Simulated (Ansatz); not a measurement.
SiO2:

```
Si O
1.0
    -4.47204    4.47204    2.61177
     4.47204   -4.47204    2.61177
     4.47204    4.47204   -2.61177
Si O
4 8
Direct
  0.82311 0.82311 0.64622
  0.17689 0.82311 0.00000
  0.82311 0.17689 0.00000
  0.17689 0.17689 0.35378
  0.00000 0.79145 0.79145
  0.20855 0.00000 0.20855
  0.79145 0.00000 0.79145
  0.00000 0.20855 0.20855
  0.00000 0.00000 0.50000
  0.50000 0.00000 0.00000
  0.00000 0.50000 0.00000
  0.50000 0.50000 0.50000
```

The cell comes from a database or a generator and needn't be the stable form of this composition.

* Program: Ansatz 0.2.0
* Task: single point
* Functional: PBE
* Potentials or basis: all-electron LAPW, scalar-relativistic
* Cutoff: 563 eV (chosen from the basis error)
* Basis error allowed: 0.001 eV/atom
* k mesh: 6 × 6 × 6
* Occupations: fermi-dirac, width 0.05 eV
* Spin: no spin polarisation

On this cell: pressure 3.7 GPa; largest force 0.217 eV/Å; band gap on the k mesh 5.46 eV, indirect (least direct gap 5.47 eV).

The same run follows on a disturbed copy (atoms moved at random, drawn with an rms of 0.05 Å):

```
Si O
1.0
    -4.47204    4.47204    2.61177
     4.47204   -4.47204    2.61177
     4.47204    4.47204   -2.61177
Si O
4 8
Direct
  0.82433 0.82929 0.64620
  0.16959 0.82236 0.99661
  0.82669 0.18625 0.00598
  0.16963 0.17381 0.34943
  0.00670 0.79708 0.79085
  0.20778 0.00710 0.21232
  0.79334 0.99524 0.79106
  0.00668 0.21089 0.20916
  0.99958 0.99965 0.49586
  0.49580 0.00083 0.00279
  0.99765 0.49366 0.99968
  0.49814 0.49779 0.49793
```

Task: What does the disturbed cell give?

Result: The energy moves by +42.2 meV/atom; pressure 4.8 GPa; largest force 3.904 eV/Å; band gap on the k mesh 5.27 eV, indirect (least direct gap 5.32 eV).

Forces in eV/Å, atoms in the order of the input:
```
Si  -2.523  0.157 -0.798
Si   0.944  1.786 -0.261
Si  -2.458  0.747 -2.719
Si   1.196  2.163  1.103
O   -0.370 -1.434 -0.177
O   -3.537  0.292 -0.268
O    3.889 -0.341  0.016
O    0.769 -3.056 -0.110
O    0.593  0.412 -0.949
O   -0.420  0.582  0.723
O    1.558 -1.596  2.869
O    0.360  0.288  0.571
```

Stress tensor (GPa, compression positive):
```
 4.44 -1.88 -0.02
-1.88  6.65 -1.66
-0.02 -1.66  3.43
```

A k mesh can miss the band edges.
